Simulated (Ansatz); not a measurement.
# Rh (P6_3/mmc) in Ansatz: further runs

Runs on Rh. Level: PBEsol. Tasks: single point, equation of state.

Everything below comes from runs of Ansatz 0.2.0. Logs are shortened: lines on timing, memory, paths and dates and some standing lists are left out, and cuts for length are marked.

**1. Starting point**

It takes space group P6_3/mmc (No. 194, hexagonal). Conventional cell: a = 2.731 Å, b = 2.731 Å, c = 4.428 Å, α = 90.00°, β = 90.00°, γ = 120.00°. Around Rh (site symmetry -6m2) lie 12 Rh at 2.72 to 2.73 Å.

This isn't the form of Rh at room conditions, which is fcc.

**2. Single point, PBEsol, 13.44 Å³/atom (volume scaled by 0.94)**

Input file input.yaml:

```yaml
crystal:
  lattice:
    - [2.6752291329, 0.0, 0.0]
    - [-1.3376145665, 2.3168163901, 0.0]
    - [0.0, 0.0, 4.338086307]
  atoms:
    - { symbol: Rh, position: [0.3333333333, 0.6666666667, 0.25] }
    - { symbol: Rh, position: [0.6666666667, 0.3333333333, 0.75] }
hamiltonian:
  xc: pbesol
  pseudopotentials: { kind: paw, source: jth, xc_functional: pbe }
kpoints:
  mp_grid: { grid: [11, 11, 6] }
scf:
  occupations: { method: fermi_dirac, width: 0.05 }
output:
  forces: true
  stress: true
  eigenvalues: true
  write_density: true
  write_potential: true
  elf: true
  volumetric_format: npy
```

Potentials or basis: JTH PAW.

On the command line:

```console
$ ansatz run input.yaml --threads 2 --pin off --max-ram 5632MiB --backend cpu --events-out ev --progress --plain --runs-dir out
```

The program printed:

```text
Warning: the checks of this Rh dataset prove no rule for summing its radial tables, as where they were carried onto another mesh than they were made on, and Gregory's rule is taken, under which a leading mesh point left out moves its sums only by what lay on the interval it spanned. That does not make them correct, and they differ from Quantum ESPRESSO's on this file; a re-export a fraction of a mesh step off can move them. hamiltonian.pseudopotentials.radial_quadrature: simpson_from_first_knot sums it by `pw.x`'s rule; on a PAW file no value gives `pw.x`'s numbers. What more to know: hamiltonian.pseudopotentials.radial_quadrature, in the input reference
Warning: RAYON_NUM_THREADS=2 ignored (pool sized by the plan → 2); use --threads N
Engine: ansatz 0.2.0, x86_64-unknown-linux-gnu
Pseudopotentials: kind: paw
Pseudopotential: Rh, paw, valence charge 17, recommended cutoff 2100 eV (normal), Rh.paw.azcp
Functional definition: PBEsol
  exchange = pbesol_x
  correlation = pbesol_c
Crystal: 2 atoms, lattice volume = 26.888 Å³
Basis set: ecut = 2100 eV, 5805 PW (Γ), exchange–correlation on 80×80×144 points (8 copies of the dense FFT grid, shifted against one another)
Bands: 21, of which v1, the nominal top of the filled ones, is band 17 counted from 1 (16 counted from 0)
Symmetry: 24 space group operations
Space group: P63/mmc (ITA 194), of the structure as read, at distance tolerance 3.0e-5 Å
k-points: 64 of 726
Non-local potential: Rh, projectors of the file, l = 0: 2, l = 1: 2, l = 2: 2
PAW form: soft (Blöchl's): semilocal exchange-correlation on the pseudo side does not see the compensation charge
PAW frozen core: Rh, regenerated for the run's functional, and the local potential with it (the file was generated under x = pbe(κ = 0.804, μ = 0.2195149727645171), c = pbe(β = 0.06672455060314922))
PAW one-centre angular grid: Rh, 590 points (default); XC on 64 Gauss nodes
Initial density: superposition of atomic densities (chi_scale 0.1, normalization cell)
Initial wavefunctions: pseudopotential atomic-orbital guess
Functional: x = pbesol(κ = 0.804, μ = 0.12345679012345678), c = pbesol(β = 0.046)
SCF iter   1: F=—  HF=-12667.123222 eV  |F-HF|=—  |Δ(HF+E_count)|=         —  Δρ=1.18e-1  dr2=3.62e0  ethr=3.10e-3  ⟨swp⟩=9.2  Hψ=9055  notcnv=0
preconditioner: auto → none  [metal: Δε(μ)=0.008 eV  Ē_g=7.801 eV  σ=0.050 eV  W_gap=0.04  n_scr=8 (ndim 8)  ℏωp=30.4 eV  f_vac=0.000  D(μ)=3.60/eV (n_scr^D=54)  sad-step TF]
SCF iter   2: F=—  HF=-12666.388152 eV  |F-HF|=—  |Δ(HF+E_count)|=   7.35e-1  Δρ=7.11e-2  dr2=1.32e0  ethr=3.10e-3  ⟨swp⟩=2.6  Hψ=2600  notcnv=0
SCF iter   3: F=—  HF=-12665.973705 eV  |F-HF|=—  |Δ(HF+E_count)|=   4.14e-1  Δρ=4.05e-3  dr2=1.99e-3  ethr=3.10e-3  ⟨swp⟩=2.1  Hψ=2155  notcnv=0
SCF iter   4: F=—  HF=-12665.975297 eV  |F-HF|=—  |Δ(HF+E_count)|=   1.59e-3  Δρ=3.41e-4  dr2=1.89e-5  ethr=5.86e-6  ⟨swp⟩=2.2  Hψ=2906  notcnv=0
SCF iter   5: F=—  HF=-12665.975342 eV  |F-HF|=—  |Δ(HF+E_count)|=   4.50e-5  Δρ=1.97e-4  dr2=7.08e-6  ethr=5.56e-8  ⟨swp⟩=2.0  Hψ=2443  notcnv=0
SCF iter   6: F=—  HF=-12665.975339 eV  |F-HF|=—  |Δ(HF+E_count)|=   2.73e-6  Δρ=2.75e-5  dr2=1.09e-7  ethr=2.94e-10  ⟨swp⟩=10.6  Hψ=12844  notcnv=0
SCF iter   7: F=-12665.975339 eV  HF=-12665.975339 eV  |F-HF|=5.64e-10  |Δ(HF+E_count)|=   3.44e-8  Δρ=3.79e-6  dr2=1.63e-9  ethr=2.94e-10  ⟨swp⟩=10.1  Hψ=10197  notcnv=0
SCF 1 converged in 7 iterations: F = -12665.975339 eV  dr2 = 1.63e-9
SCF converged after 7 iterations
Free energy (F): -12665.975339 eV
Harris-Foulkes:  -12665.975339 eV  (|F-HF|=5.64e-10)
Internal energy: -12665.948144 eV  (E = F + TS)
E sigma→0 (E₀):  -12665.961742 eV
Entropy (-TS):   -0.027196 eV (-13.598 meV/atom)
Fermi energy:    23.464421 eV
--- Per-component energies (eV) ---
  E_band       = -139.419247
  E_kinetic    = 817.735839
  E_local      = -3677.276050  (includes V_loc(G=0)·N_el)
  E_nonlocal   = 1629.540344
  E_hartree    = 1001.686646
  E_xc         = -277.631173
  E_vxc        = -363.495736  (∫ρ·V_xc dr)
  E_paw        = -7105.869827  (= ΣΔE_a)
  E_vpaw       = -549.299281  (= ΣTr[D̂ρ^β])
  E_aug_tail   = 0.000049  (compensation charges beyond the density's cutoff)
  E_ewald      = -5054.684885
  E_core_change = 0.550913  (= ΣΔE_core)
  E_smearing   = -0.027196  (= −TS)
  E_closure    = -0.000000  (closes the sum)
  Σ components = -12665.975339   (vs F -12665.975339, Δ=0.00e0)
--- Forces (eV/Å), atoms counted from 1 ---
  atom   1  Rh     0.00000000    -0.00000000     0.00000000
  atom   2  Rh    -0.00000000     0.00000000     0.00000000
  max |Σ_I F_I| component: 9.25e-18 eV/Å
--- Stress (GPa, compression-positive) ---
        2.691858      -0.000000       0.000000
       -0.000000       2.691858       0.000000
        0.000000       0.000000       1.575709
  P = ⅓ Tr σ = 2.3198 GPa (23.198 kbar)
--- Band table (eV; the first three rows and the last of 64) ---
  k-point 0: bands = ["-55.5073", "-55.3781", "-23.7879", "-23.0809", "-23.0809", "-22.9774", "-22.9668", "-22.9668", "15.1376", "17.0114", "20.2124", "20.3032", "20.3032", "20.8478", "20.8478", "21.4994", "21.4994", "23.6189", "23.6189", "24.0211", "32.2336"]
  k-point 1: bands = ["-55.4987", "-55.3868", "-23.7354", "-23.0733", "-23.0733", "-23.0336", "-22.9745", "-22.9745", "15.4234", "17.0861", "20.1008", "20.1992", "20.1992", "20.7186", "20.7186", "21.7972", "21.7972", "23.0538", "23.5990", "23.5990", "33.5420"]
  k-point 2: bands = ["-55.4752", "-55.4106", "-23.5906", "-23.1856", "-23.0525", "-23.0525", "-22.9954", "-22.9954", "16.1835", "17.2097", "19.8948", "20.1112", "20.1112", "20.4399", "20.4399", "21.2961", "22.4107", "22.4107", "23.4386", "23.4386", "36.2809"]
  k-point 63: bands = ["-55.3527", "-55.3527", "-23.6255", "-23.6255", "-23.4142", "-23.4142", "-23.1223", "-23.1223", "18.2421", "18.2421", "19.0730", "19.0730", "20.1777", "20.1777", "21.6187", "21.6187", "23.7321", "23.7321", "30.3780", "30.3780", "33.3223"]
```

It took 12 s on 2 threads of Intel Xeon Platinum 8259CL at 2.50GHz (Skylake/Cascade Lake), shared host; peak memory 0.69 GiB.

Results:

```
Free energy            : -12665.9753 eV
Pressure               : 2.3 GPa
Band gap on the k mesh : none (metal or under the smearing width)
```

**3. Single point, PBEsol, 13.73 Å³/atom (volume scaled by 0.96)**

input.yaml, as its differences from that of step 2:

```diff
@@ -2,5 +2,5 @@
   lattice:
-    - [2.6752291329, 0.0, 0.0]
-    - [-1.3376145665, 2.3168163901, 0.0]
-    - [0.0, 0.0, 4.338086307]
+    - [2.6940693954, 0.0, 0.0]
+    - [-1.3470346977, 2.3331325361, 0.0]
+    - [0.0, 0.0, 4.3686372171]
   atoms:
```

Potentials or basis: JTH PAW.

On the command line:

```console
$ ansatz run input.yaml --threads 2 --pin off --max-ram 5632MiB --backend cpu --events-out ev --progress --plain --runs-dir out
```

Run time: 10 s. Hardware: 2 threads of Intel Xeon Platinum 8259CL at 2.50GHz (Skylake/Cascade Lake), shared host; peak memory 0.73 GiB.

The run converged. Its results:

| Quantity | Value |
| --- | --- |
| Free energy | -12665.9725 eV |
| Pressure | -3.8 GPa |
| Band gap on the k mesh | none (metal or under the smearing width) |

**4. Single point, PBEsol, 14.02 Å³/atom (volume scaled by 0.98)**

input.yaml, as its differences from that of step 3:

```diff
@@ -2,5 +2,5 @@
   lattice:
-    - [2.6940693954, 0.0, 0.0]
-    - [-1.3470346977, 2.3331325361, 0.0]
-    - [0.0, 0.0, 4.3686372171]
+    - [2.7126497715, 0.0, 0.0]
+    - [-1.3563248858, 2.3492236138, 0.0]
+    - [0.0, 0.0, 4.3987667018]
   atoms:
@@ -19,5 +19 @@
   eigenvalues: true
-  write_density: true
-  write_potential: true
-  elf: true
-  volumetric_format: npy
```

On the command line:

```console
$ ansatz run input.yaml --threads 2 --pin off --max-ram 5632MiB --backend cpu --events-out ev --progress --plain --runs-dir out
```

Run time: 7.9 s. Hardware: 2 threads of Intel Xeon Platinum 8259CL at 2.50GHz (Skylake/Cascade Lake), shared host; peak memory 0.71 GiB.

The run converged. Its results:

```
Free energy            : -12665.9492 eV
Pressure               : -9.2 GPa
Band gap on the k mesh : none (metal or under the smearing width)
```

**5. Single point, PBEsol, 14.30 Å³/atom**

input.yaml, as its differences from that of step 4:

```diff
@@ -2,5 +2,5 @@
   lattice:
-    - [2.7126497715, 0.0, 0.0]
-    - [-1.3563248858, 2.3492236138, 0.0]
-    - [0.0, 0.0, 4.3987667018]
+    - [2.7309790422, 0.0, 0.0]
+    - [-1.3654895211, 2.3650972278, 0.0]
+    - [0.0, 0.0, 4.428489]
   atoms:
@@ -19 +19,5 @@
   eigenvalues: true
+  write_density: true
+  write_potential: true
+  elf: true
+  volumetric_format: npy
```

On the command line:

```console
$ ansatz run input.yaml --threads 2 --pin off --max-ram 5632MiB --backend cpu --events-out ev --progress --plain --runs-dir out
```

It took 11 s on 2 threads of Intel Xeon Platinum 8259CL at 2.50GHz (Skylake/Cascade Lake), shared host; peak memory 0.73 GiB.

Results (log left out):

| Property | Result |
| --- | --- |
| Free energy | -12665.9079 eV |
| Pressure | -13.9 GPa |
| Band gap on the k mesh | none (metal or under the smearing width) |

**6. Single point, PBEsol, 14.59 Å³/atom (volume scaled by 1.02)**

input.yaml, as its differences from that of step 5:

```diff
@@ -2,5 +2,5 @@
   lattice:
-    - [2.7309790422, 0.0, 0.0]
-    - [-1.3654895211, 2.3650972278, 0.0]
-    - [0.0, 0.0, 4.428489]
+    - [2.7490655232, 0.0, 0.0]
+    - [-1.3745327616, 2.3807605798, 0.0]
+    - [0.0, 0.0, 4.4578175964]
   atoms:
```

Potentials or basis: JTH PAW.

On the command line:

```console
$ ansatz run input.yaml --threads 2 --pin off --max-ram 5632MiB --backend cpu --events-out ev --progress --plain --runs-dir out
```

Run time: 11 s. Hardware: 2 threads of Intel Xeon Platinum 8259CL at 2.50GHz (Skylake/Cascade Lake), shared host; peak memory 0.74 GiB.

The run converged. Its results:

```
Free energy            : -12665.8509 eV
Pressure               : -18.0 GPa
Band gap on the k mesh : none (metal or under the smearing width)
```

**7. Single point, PBEsol, 14.87 Å³/atom (volume scaled by 1.04)**

input.yaml, as its differences from that of step 6:

```diff
@@ -2,5 +2,5 @@
   lattice:
-    - [2.7490655232, 0.0, 0.0]
-    - [-1.3745327616, 2.3807605798, 0.0]
-    - [0.0, 0.0, 4.4578175964]
+    - [2.7669170982, 0.0, 0.0]
+    - [-1.3834585491, 2.3962204973, 0.0]
+    - [0.0, 0.0, 4.4867652751]
   atoms:
@@ -19,5 +19 @@
   eigenvalues: true
-  write_density: true
-  write_potential: true
-  elf: true
-  volumetric_format: npy
```

On the command line:

```console
$ ansatz run input.yaml --threads 2 --pin off --max-ram 5632MiB --backend cpu --events-out ev --progress --plain --runs-dir out
```

Wall time 9.2 s (2 threads of Intel Xeon Platinum 8259CL at 2.50GHz (Skylake/Cascade Lake), shared host); peak memory 0.74 GiB.

Results (log left out):

```yaml
Free_energy: -12665.7801 eV
Pressure: -21.6 GPa
Band_gap_on_the_k_mesh: none (metal or under the smearing width)
```

**8. Single point, PBEsol, 15.16 Å³/atom (volume scaled by 1.06)**

input.yaml, as its differences from that of step 7:

```diff
@@ -2,5 +2,5 @@
   lattice:
-    - [2.7669170982, 0.0, 0.0]
-    - [-1.3834585491, 2.3962204973, 0.0]
-    - [0.0, 0.0, 4.4867652751]
+    - [2.7845412492, 0.0, 0.0]
+    - [-1.3922706246, 2.4114834597, 0.0]
+    - [0.0, 0.0, 4.5153441684]
   atoms:
@@ -19 +19,5 @@
   eigenvalues: true
+  write_density: true
+  write_potential: true
+  elf: true
+  volumetric_format: npy
```

On the command line:

```console
$ ansatz run input.yaml --threads 2 --pin off --max-ram 5632MiB --backend cpu --events-out ev --progress --plain --runs-dir out
```

Run time: 13 s. Hardware: 2 threads of Intel Xeon Platinum 8259CL at 2.50GHz (Skylake/Cascade Lake), shared host; peak memory 0.76 GiB.

Results (log left out):

```
Free energy            : -12665.6973 eV
Pressure               : -24.7 GPa
Band gap on the k mesh : none (metal or under the smearing width)
```

**9. Equation of state, PBEsol**

Potentials or basis: JTH PAW.

No new run: the results of the series are fitted here.

Results:

```yaml
Equilibrium_volume: 13.55 Å³/atom
Bulk_modulus_at_fixed_shape_and_positions: 295 GPa
Pressure_derivative_of_the_bulk_modulus: 5.2
```

Energy against volume, from the lowest point:
```csv
volume (Å³/atom),energy (meV/atom)
13.444,0.00
13.730,1.43
14.016,13.09
14.302,33.72
14.588,62.23
14.874,97.62
15.160,139.03
```

Caveat: the cell was scaled at fixed shape and fractional positions, which overstates the stiffness of a crystal with free parameters, most of all of layers and chains.
